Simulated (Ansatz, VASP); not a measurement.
# Two plane-wave programs on AlN

INCAR

```
ALGO = Normal
EDIFF = 1E-7
ENCUT = 520
GGA = PE
ISIF = 2
ISMEAR = -1
LASPH = T
LCHARG = F
LREAL = F
LWAVE = F
NBANDS = 16
NELM = 100
PREC = Accurate
SIGMA = 0.05
```

Contents of KPOINTS:

```
k-points
0
Gamma
  10 10 6
```

File POSCAR:

```
AlN
1.0
    3.1740547162      0.0000000000      0.0000000000
   -1.5870273581      2.7488120173      0.0000000000
    0.0000000000      0.0000000000      5.0786914685
Al N
2 2
Direct
    0.6666666667      0.3333333333      0.5000000000
    0.3333333333      0.6666666667      0.0000000000
    0.6666666667      0.3333333333      0.8800000000
    0.3333333333      0.6666666667      0.3800000000
```

The input input.yaml:

```yaml
crystal:
  lattice:
    - [3.1740547162, 0.0, 0.0]
    - [-1.5870273581, 2.7488120173, 0.0]
    - [0.0, 0.0, 5.0786914685]
  atoms:
    - { symbol: Al, position: [0.6666666667, 0.3333333333, 0.5] }
    - { symbol: Al, position: [0.3333333333, 0.6666666667, 0.0] }
    - { symbol: "N", position: [0.6666666667, 0.3333333333, 0.88] }
    - { symbol: "N", position: [0.3333333333, 0.6666666667, 0.38] }
hamiltonian:
  xc: pbe
  pseudopotentials: { kind: paw }
kpoints:
  mp_grid: { grid: [10, 10, 6] }
scf:
  occupations: { method: fermi_dirac, width: 0.05 }
output:
  forces: true
  stress: true
  eigenvalues: true
```

Change from the starting cell: volume scaled by 1.06.

Alike in both runs: task single point; functional PBE; k mesh 10 × 10 × 6; occupations fermi-dirac, width 0.05 eV; no spin polarisation.

|  | VASP | Ansatz |
| --- | --- | --- |
| version | VASP 6.6.1 | Ansatz 0.2.0 |
| potentials or method | VASP PAW PBE potentials, release 64 (Al, N) | Ansatz PAW |
| plane-wave cutoff (eV) | 520 | 420 |
| valence electrons in the cell | 16 | 16 |

|  | VASP | Ansatz | Ansatz less VASP |
| --- | --- | --- | --- |
| gap on the k mesh at the Fermi level (eV) | 3.72 | 3.71 | -0.008 |
| least direct gap on the mesh (eV) | 3.72 | 3.71 | -0.008 |
| pressure (GPa) | -7.4 | -7.1 | +0.27 |
| largest component of the traceless stress (GPa) | 1.28 | 1.24 | -0.040 |
| rms of the force components (eV/Å) | 0.051 | 0.051 | +0.0002 |

Atom by atom the forces differ by 0.000 eV/Å (rms over components).

Caveats: the pressure holds a Pulay correction of +0.5 GPa for the finite cutoff (Ansatz).
